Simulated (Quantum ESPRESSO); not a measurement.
Crystal: SnSe.

```xyz
2
Lattice="0.0000 3.0100 3.0100 3.0100 0.0000 3.0100 3.0100 3.0100 0.0000" Properties=species:S:1:pos:R:3 pbc="T T T"
Sn    0.0000    0.0000    0.0000
Se    3.0100    3.0100    3.0100
```

Measurements of this composition are mostly on another form, of space group No. 62.

Base run:

```yaml
Program: Quantum ESPRESSO 7.5
Functional: LDA
Potentials_or_basis: SG15 PBE 1.2
Cutoff: 952 eV
Density_cutoff: 3810 eV
k_mesh: 8 × 8 × 8
Occupations: fermi-dirac, width 0.05 eV
Spin: no spin polarisation
```

Its results: pressure -3.3 GPa.

After a change of settings the same cell gave: pressure -1.3 GPa. Which change was it?
A. functional from LDA to rPW86PBE; dispersion from none to rVV10
B. functional from LDA to revPBE
C. functional from LDA to HLE16
D. functional from LDA to AM05

D.

AM05 binds less tightly than LDA, so the same cell stands under more pressure.

Caveats: the potentials were made for another functional, which shifts forces and pressure.

Runs at the PBE level aren't shown here.
